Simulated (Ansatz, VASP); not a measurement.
## One calculation of ZnSe (Stilleite), two programs

Contents of INCAR:

```
PREC = Accurate
ENCUT = 520
EDIFF = 1E-7
ISMEAR = -1
SIGMA = 0.05
LREAL = False
LASPH = True
NELM = 80
ALGO = Normal
ISIF = 2
LWAVE = False
LCHARG = False
GGA = PS
NBANDS = 16
```

KPOINTS

```
Automatic mesh
0
Gamma
  8 8 8
```

POSCAR

```
ZnSe
1.0
    0.0000000000      2.8338000000      2.8338000000
    2.8338000000      0.0000000000      2.8338000000
    2.8338000000      2.8338000000      0.0000000000
Se Zn
1 1
Direct
    0.7500000000      0.7500000000      0.7500000000
    0.0000000000      0.0000000000      0.0000000000
```

The input input.yaml:

```yaml
crystal:
  lattice:
    - [0.0, 2.8338, 2.8338]
    - [2.8338, 0.0, 2.8338]
    - [2.8338, 2.8338, 0.0]
  atoms:
    - { symbol: Se, position: [0.75, 0.75, 0.75] }
    - { symbol: Zn, position: [0.0, 0.0, 0.0] }
hamiltonian:
  xc: pbesol
  pseudopotentials: { kind: paw }
kpoints:
  mp_grid: { grid: [8, 8, 8] }
  band_path:
    path:
      - [[0.0, 0.0, 0.0], [0.5, 0.0, 0.5], [0.5, 0.25, 0.75], [0.375, 0.375, 0.75], [0.0, 0.0, 0.0], [0.5, 0.5, 0.5], [0.625, 0.25, 0.625], [0.5, 0.25, 0.75], [0.5, 0.5, 0.5], [0.375, 0.375, 0.75]]
      - [[0.625, 0.25, 0.625], [0.5, 0.0, 0.5]]
    npoints: 14
scf:
  occupations: { method: fermi_dirac, width: 0.05 }
  n_extra_bands: 6
output:
  forces: true
  stress: true
  eigenvalues: true
  fatbands: false
```

Alike in both runs: functional PBEsol; k mesh 8 × 8 × 8; occupations fermi-dirac, width 0.05 eV; no spin polarisation.

|  | VASP | Ansatz |
| --- | --- | --- |
| version | VASP 6.6.1 | Ansatz 0.2.0 |
| potentials or method | VASP PAW PBE potentials, release 64 (Se, Zn) | Ansatz PAW |
| plane-wave cutoff (eV) | 520 | 420 |
| valence electrons in the cell | 18 | 28 |
| task | single point | band structure |

Ansatz gave:

| Item | Value |
| --- | --- |
| gap on the k mesh at the Fermi level (eV) | 1.17 |
| least direct gap on the mesh (eV) | 1.17 |
| pressure (GPa) | -1.1 |

Q: Which values does VASP return?

A: gap on the k mesh at the Fermi level (eV): 1.17; least direct gap on the mesh (eV): 1.17; pressure (GPa): -0.9.

The two sets of potentials don't hold the same shells in valence.

Caveats: the PAW data sets were made with another functional, which shifts forces and pressure a little (VASP); the PAW data sets come from PBE, with cores solved anew for the run's functional, which leaves a small shift of forces and pressure (Ansatz).
